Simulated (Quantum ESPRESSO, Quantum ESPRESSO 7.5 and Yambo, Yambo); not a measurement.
**AlAs (F-43m): Bethe-Salpeter spectra with Yambo**

How far does the k mesh set the exciton binding of AlAs (F-43m)?

Calculated with Quantum ESPRESSO 7.5 and Yambo 5.3.0; PBE and many-body steps on it, plane waves.

**1. The starting structure**

The structure is cubic, space group F-43m (No. 216). Conventional cell: a = 5.661 Å, b = 5.661 Å, c = 5.661 Å, α = 90.00°, β = 90.00°, γ = 90.00°. Al has 4 As at 2.45 Å nearest. As has 4 Al at 2.45 Å nearest. Farther neighbours are not listed.

The cell and positions come from the Crystallography Open Database and are kept as given unless a step says otherwise.

**2. Empty states on the mesh, 4×4×4 mesh, 115 bands**

This step: Quantum ESPRESSO 7.5; DFT, PBE, plane waves, norm-conserving pseudopotentials.

The sums over transitions need many empty states on a uniform mesh; this step solves for them.

Input file pw.in:

```
&control
  calculation = 'nscf'
  prefix = 'x'
  outdir = 'o'
  pseudo_dir = 'pseudo'
/
&system
  ibrav = 0
  nat = 2
  ntyp = 2
  ecutwfc = 100.0
  nbnd = 115
  force_symmorphic = .true.
/
&electrons
  conv_thr = 1e-9
  electron_maxstep = 80
  diago_full_acc = .true.
  diago_thr_init = 5e-6
/
ATOMIC_SPECIES
  Al 26.982 Al.upf
  As 74.922 As.upf
CELL_PARAMETERS angstrom
  0.0000000000 2.8304000000 2.8304000000
  2.8304000000 0.0000000000 2.8304000000
  2.8304000000 2.8304000000 -0.0000000000
ATOMIC_POSITIONS crystal
  Al 0.0000000000 0.0000000000 0.0000000000
  As 0.2500000000 0.2500000000 0.2500000000
K_POINTS automatic
  4 4 4 0 0 0
```

Started as:

```
$ OMP_NUM_THREADS=1 mpirun -n 4 pw.x -nk 4 -in pw.in > pw.out
```

Output:

```text
Program PWSCF v.7.5 starts

     This program is part of the open-source Quantum ESPRESSO suite
     for quantum simulation of materials; please cite
         "P. Giannozzi et al., J. Phys.:Condens. Matter 21 395502 (2009);
         "P. Giannozzi et al., J. Phys.:Condens. Matter 29 465901 (2017);
         "P. Giannozzi et al., J. Chem. Phys. 152 154105 (2020);
     in publications or presentations arising from this work. More details at

     Atomic positions and unit cell read from directory:
     o/x.save/

     Message from routine setup:
[...]
67.3176  69.4646  69.4646  69.7698  70.2946  70.2946  71.7273  72.7774
     [... 3 further rows ...]
    91.3162  92.1459  92.3070  93.6685  94.3954  94.4993  94.4993  94.5393
    94.5393  95.5738  97.1442

          k = 0.3536 0.0000 0.0000 (  5105 PWs)   bands (ev):

     [... further k-points ...]

     highest occupied, lowest unoccupied level (ev):     6.9991    8.4373

     XML data file, pseudopotentials, collected wavefunctions

=------------------------------------------------------------------------------=
   JOB DONE.
=------------------------------------------------------------------------------=
```

The job ended after 11 s (4 MPI ranks of Arm Neoverse V1, shared host; peak memory 0.46 GiB).

This step gave:

* gap: 1.438 eV
* k of the valence top: 0, 0, 0
* k of the conduction bottom: 0, -0.5, -0.5
* least direct gap: 2.050 eV
* k points computed: 8
* lowest point of the top converged band, above the valence top: 87.2396 eV

On this mesh the gap is 1.438 eV.

The density comes from a self-consistent run that is not shown.

**3. Conversion and set-up**

This step: Yambo 5.3.0; conversion and set-up on PBE, plane waves, norm-conserving pseudopotentials.

The states are converted to the many-body program's format and the q mesh is built.

Started as:

```
$ (cd o/x.save; p2y > p2y.log; mv SAVE ../..); yambo > setup.log
```

Output:

```text
 Yambo, version 5.3.0

 [02] CORE Variables Setup
 =========================

  [02.01] Unit cells
  ==================

  Cell kind             :  FCC
  Atoms in the cell     :  Al  As
  number of Al atoms    :  1
  number of As atoms    :  1

  List of atomic masses
  Mass of Al    :  26.98200
  Mass of As    :  74.92200

  List of atomic coordinates    : [cc]
  Al1       :  0.000000  0.000000  0.000000  order 1
  As1       :  2.674340  2.674340  2.674340  order 2

  Alat factors          :  5.348681  5.348681  5.348681 [a.u.]
  Direct lattice volume :  306.0343 [a.u.]
[...]
==========================================

 IBZ Q-points                                      :   8
 BZ  Q-points                                      :   64

 K/Q-points units:
 rlu = crystal or reduced units; cc = cartesian coordinates; iku = interal k-units

 Q [1]          [rlu]:  0.000000  0.000000  0.000000
 Q [2]          [rlu]:  0.81056E-17  0.81056E-17  0.25000
 Q [3]          [rlu]: -0.16211E-16 -0.16211E-16 -0.50000
[...]
Q [7]          [rlu]:  0.19445E-16 -0.50000     -0.50000
 Q [8]          [rlu]:  0.250000 -0.500000 -0.250000

  [03.01] X indexes
  =================

   [03.01.01] Sigma indexes
   ========================

 [06] Game Over & Game summary
```

Wall time 3.3 s (1 MPI rank); peak memory 0.26 GiB.

**4. Screening and self-energy, 4×4×4 mesh, 115 bands, screening to 163.3 eV**

G0W0 replaces the xc potential by the self-energy, built once from these orbitals. Only a window of levels is corrected, while the sums run over the empty bands that the input names.

This step: G0W0 on PBE, plane waves, norm-conserving pseudopotentials.

Input file gw1.in:

```
HF_and_locXC
gw0
dyson
ppa
em1d
rim_cut
RandQpts= 1000000
RandGvec= 1 RL
EXXRLvcs= 100 Ry
VXCRLvcs= 400 Ry
Chimod= "HARTREE"
% BndsRnXp
 1 | 115 |
%
NGsBlkXp= 12 Ry
% LongDrXp
 1 | 1 | 1 |
%
% GbndRnge
 1 | 115 |
%
DysSolver= "n"
ExtendOut
PPAPntXp= 27.21138 eV
% QPkrange
 1 | 1 | 12 | 15 |
 7 | 7 | 12 | 15 |
%
```

Started as:

```
$ OMP_NUM_THREADS=1 mpirun -n 4 yambo -F gw1.in -J gw1 -C gw1 > gw1.log
```

Output:

```text
 Yambo, version 5.3.0

 [02] CORE Variables Setup
 =========================

  [... cell, symmetries and grids as in the set-up ...]

  [02.05] Energies & Occupations
  ==============================

  [X] === General ===
  [X] Electronic Temperature                        :  0.000000  0.000000 [eV K]
  [X] Bosonic    Temperature                        :  0.000000  0.000000 [eV K]
  [X] Finite Temperature mode                       : no
  [X] El. density                                   :  0.57332E+24 [cm-3]
[...]
QP @ state[ 1 ] b range                          :  12  15
   QP @ state[ 2 ] K range                          :   7   7
   QP @ state[ 2 ] b range                          :  12  15
   GF energies kind                                 : Perdew, Burke & Ernzerhof(X)+Perdew, Burke & Ernzerhof(C)
   GF WF`s kind                                     : Perdew, Burke & Ernzerhof(X)+Perdew, Burke & Ernzerhof(C)
   Xs energies kind                                 : Perdew, Burke & Ernzerhof(X)+Perdew, Burke & Ernzerhof(C)
   Xs WF`s kind                                     : Perdew, Burke & Ernzerhof(X)+Perdew, Burke & Ernzerhof(C)

 [11] Game Over & Game summary
```

Run time: 85 s. Hardware: 4 MPI ranks; peak memory 1.8 GiB; 5.6 min of CPU time.

Numbers from this step:

| Quantity | Value |
| --- | --- |
| G0W0 gap on the points computed | 1.956 eV |
| starting gap on the mesh | 1.438 eV |
| k of the valence top | 0, 0, 0 |
| k of the conduction bottom | 0, -0.5, -0.5 |
| least direct G0W0 gap on the computed points | 2.821 eV |

The gap on the mesh goes from 1.44 eV to 1.96 eV, a correction of +0.52 eV.

The gap opens by 0.518 eV; the next steps shift the empty bands rigidly by 0.771 eV, the correction at the start's least direct gap.

**5. Empty states on the mesh, 4×4×4 mesh, 23 bands**

This step: Quantum ESPRESSO 7.5; DFT, PBE, plane waves, norm-conserving pseudopotentials.

pw.in: that of step 2 with these lines changed.

```diff
@@ -11,3 +11,3 @@
   ecutwfc = 100.0
-  nbnd = 115
+  nbnd = 23
   force_symmorphic = .true.
```

Started as:

```
$ OMP_NUM_THREADS=1 mpirun -n 4 pw.x -nk 4 -in pw.in > pw.out
```

Output:

```text
[banner, memory and clock lines left out]
Program PWSCF v.7.5 starts

     Atomic positions and unit cell read from directory:
     o/x.save/

     Message from routine setup:
     using ibrav=0 with symmetry is DISCOURAGED, use correct ibrav instead

     G-vector sticks info

     bravais-lattice index     =            0
     lattice parameter (alat)  =       7.5642  a.u.
     unit-cell volume          =     306.0343 (a.u.)^3
     number of atoms/cell      =            2
     number of atomic types    =            2
     number of electrons       =        26.00
[...]
-27.3771  -4.2941   3.6148   6.5201   6.5201   9.6156  11.9149  11.9149
    13.4541  15.3294  15.3294  16.4134  19.3958  22.0710  22.0711

          k =-0.3536-0.3536 0.3536 (  5168 PWs)   bands (ev):

  -176.9881-120.3709-120.3709-120.3709 -27.3874 -27.3868 -27.3868 -27.3770
   -27.3770  -3.4534   1.4318   6.1741   6.1741   9.1423  11.6843  11.6843
    14.7595  18.1992  18.5740  18.5740  19.1573  19.1573  20.0783

          k = 0.3536 0.0000 0.0000 (  5105 PWs)   bands (ev):

     [... further k-points ...]

     highest occupied, lowest unoccupied level (ev):     6.9991    8.4373

     XML data file, pseudopotentials, collected wavefunctions
```

Elapsed: 2 s, on 4 MPI ranks; peak memory 0.2 GiB; 7.8 s of CPU time.

This step gave:

```
gap                                                           : 1.438 eV
k of the valence top                                          : 0, 0, 0
k of the conduction bottom                                    : 0, -0.5, -0.5
least direct gap                                              : 2.050 eV
k points computed                                             : 8
lowest point of the top converged band, above the valence top : 11.45 eV
```

On this mesh the gap is 1.438 eV.

**6. Conversion and set-up**

This step: Yambo 5.3.0; conversion and set-up on PBE, plane waves, norm-conserving pseudopotentials.

Started as:

```
$ (cd o/x.save; p2y > p2y.log; mv SAVE ../..); yambo > setup.log
```

Output:

```text
 Yambo, version 5.3.0

 [02] CORE Variables Setup
 =========================

  [02.01] Unit cells
  ==================

  Cell kind             :  FCC
  Atoms in the cell     :  Al  As
  number of Al atoms    :  1
  number of As atoms    :  1

  List of atomic masses
  Mass of Al    :  26.98200
  Mass of As    :  74.92200

  List of atomic coordinates    : [cc]
  Al1       :  0.000000  0.000000  0.000000  order 1
  As1       :  2.674340  2.674340  2.674340  order 2

  Alat factors          :  5.348681  5.348681  5.348681 [a.u.]
  Direct lattice volume :  306.0343 [a.u.]
[...]
==========================================

 IBZ Q-points                                      :   8
 BZ  Q-points                                      :   64

 K/Q-points units:
 rlu = crystal or reduced units; cc = cartesian coordinates; iku = interal k-units

 Q [1]          [rlu]:  0.000000  0.000000  0.000000
 Q [2]          [rlu]:  0.81056E-17  0.81056E-17  0.25000
 Q [3]          [rlu]: -0.16211E-16 -0.16211E-16 -0.50000
[...]
Q [7]          [rlu]:  0.19445E-16 -0.50000     -0.50000
 Q [8]          [rlu]:  0.250000 -0.500000 -0.250000

  [03.01] X indexes
  =================

   [03.01.01] Sigma indexes
   ========================

 [06] Game Over & Game summary
```

Elapsed: 2.9 s, on 1 MPI rank; peak memory 0.26 GiB.

(Part 1 of 4 ends here.)

[Paths, hosts, dates, memory and timing lines, banners, echoed tables and standing remarks are left out of the program output.]

[Logs are printed without paths, hosts, clocks, repeated set-up lines and the standing remarks that a program may print on its own settings, such as how far it seeks lower states.]

[Runs of the session that timed out or met a known fault of the program may be left out.]

[Hosts, paths, dates, database ids (printed as entryN), source tags and the programs' standing remarks are cut or masked in the printed files.]
